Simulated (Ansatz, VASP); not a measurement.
# One calculation of As, two programs

INCAR

```
SYSTEM = As
PREC = Accurate
ENCUT = 520
EDIFF = 1E-6
ISMEAR = 0
SIGMA = 0.02
LREAL = .FALSE.
LASPH = .TRUE.
NELM = 60
ALGO = Normal
ISIF = 2
LWAVE = .FALSE.
LCHARG = .FALSE.
LDIPOL = .TRUE.
IDIPOL = 3
DIPOL = 0.5 0.5 0.500
NBANDS = 12
```

File KPOINTS:

```
regular mesh
0
G
  9 9 1
  0 0 0
```

File POSCAR:

```
As
1.0
    3.4630000000      0.0000000000      0.0000000000
   -1.7315000000      2.9990459733      0.0000000000
    0.0000000000      0.0000000000     28.0000000000
As
2
Direct
    0.3333333333      0.6666666667      0.5264285714
    0.6666666667      0.3333333333      0.4735714286
```

Input for Ansatz:

```yaml
crystal:
  lattice:
    - [3.463, 0.0, 0.0]
    - [-1.7315, 2.9990459733, 0.0]
    - [0.0, 0.0, 28.0]
  atoms:
    - { symbol: As, position: [0.3333333333, 0.6666666667, 0.5264285714] }
    - { symbol: As, position: [0.6666666667, 0.3333333333, 0.4735714286] }
  periodic: [true, true, false]
basis:
  ecutwfc: 420
kpoints:
  mp_grid: { grid: [9, 9, 1] }
hamiltonian:
  xc: lda
scf:
  occupations: { method: gaussian, width: 0.02 }
output:
  forces: true
  stress: true
  eigenvalues: true
```

Alike in both runs: task single point; functional LDA; k mesh 9 × 9 × 1; occupations gaussian, width 0.02 eV; no spin polarisation.

```csv
,VASP,Ansatz
version,VASP 6.6.1,Ansatz 0.2.0
potentials or method,"VASP PAW LDA potentials, release 64 (As)","scalar-relativistic, plane waves, PAW"
plane-wave cutoff (eV),520,420
valence electrons in the cell,10,30
```

VASP gave:

| Quantity | Value |
| --- | --- |
| gap on the k mesh at the Fermi level (eV) | 0.84 |
| least direct gap on the mesh (eV) | 2.04 |
| rms of the force components (eV/Å) | 0.592 |

Question: Which values does Ansatz return?

Answer: gap on the k mesh at the Fermi level (eV): 0.83; least direct gap on the mesh (eV): 2.02; rms of the force components (eV/Å): 0.654.

Atom by atom the forces differ by 0.062 eV/Å (rms over components). The two sets of potentials don't hold the same shells in valence.
